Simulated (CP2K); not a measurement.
The system is KF (Carobbiite).

```
CELL_PARAMETERS angstrom
3.77857 0.00000 0.00000
1.88928 3.27233 0.00000
1.88928 1.09078 3.08519
ATOMIC_POSITIONS crystal
K 0.00000 0.00000 0.00000
F 0.50000 0.50000 0.50000
```

Base run:

```yaml
Program: CP2K 2026.2
Functional: PBEsol
Potentials_or_basis: POTENTIAL_UZH K GTH-PBE-q9, F GTH-PBE-q7; TZVP-MOLOPT-PBE-GTH basis
Density_cutoff: 10204 eV
k_mesh: 9 × 9 × 9
Occupations: fermi-dirac, width 0.01 eV
Spin: no spin polarisation
```

Its results: band gap on the k mesh 6.00 eV, direct; pressure -0.4 GPa.

Q: The run is repeated on the same cell with these changes: functional from PBEsol to PBE; eps_default from 1.0E-10 to 1.0E-9. What comes out?

A: Band gap on the k mesh 6.16 eV, direct; pressure 1.5 GPa.

Caveats: the basis of atomic orbitals isn't converged, which shifts pressures, moduli and gaps; the potentials were made for another functional, which shifts forces and pressure (some runs).

Not every run made on this cell is shown here.
